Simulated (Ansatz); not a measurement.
## Se, rhombohedral Se6: geometry optimisation

All numbers below come from DFT, PBEsol, plane waves (420 eV) with PAW, scalar-relativistic in Ansatz. The PAW files were generated under PBE, with cores re-solved for the functional.

k-point mesh 4×4×4, Fermi-Dirac smearing 0.05 eV, no spin polarisation. Cell and atoms relax.

Starting structure:

```
Se
1.0
     5.68100    3.27993    1.47633
    -5.68100    3.27993    1.47633
     0.00000   -6.55985    1.47633
Se
6
Direct
  0.28066 0.16251 0.91818
  0.91818 0.28066 0.16251
  0.16251 0.91818 0.28066
  0.71934 0.83749 0.08182
  0.08182 0.71934 0.83749
  0.83749 0.08182 0.71934
```

The pressure at the start is 0.1 GPa. By how much does the volume change?

From 27.51 to 25.10 Å³ per atom, -8.8 %. The final cell has a = 10.723 Å, c = 4.537 Å (c/a = 0.423).

How much energy does the relaxation gain?

30.8 meV per atom.
